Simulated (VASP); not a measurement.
GaN:

```
Ga N
1.0
     0.00000    2.25350    2.25350
     2.25350    0.00000    2.25350
     2.25350    2.25350    0.00000
Ga N
1 1
Direct
  0.00000 0.00000 0.00000
  0.25000 0.25000 0.25000
```

The cell is a database's computed one.

Base run:

```yaml
Program: VASP 6.6.1
Functional: PBE0
Potentials_or_basis: VASP PAW PBE potentials, release 64 (Ga_d, N)
Cutoff: 520 eV
k_mesh: 8 × 8 × 8
Occupations: gaussian, width 0.02 eV
Spin: no spin polarisation
```

Its results: band gap on the k mesh 3.65 eV, direct; pressure -1.4 GPa.

Question: After a change of settings the same cell gave: band gap on the k mesh 3.31 eV, direct; pressure -2.7 GPa. Which change was it?
A. functional from PBE0 to r2SCAN-EpsX
B. functional from PBE0 to HSE03
C. functional from PBE0 to HSE06

Answer: A.

Caveats: the PAW data sets were made with another functional, which shifts forces and pressure a little.

Not every run made on this cell is shown here.
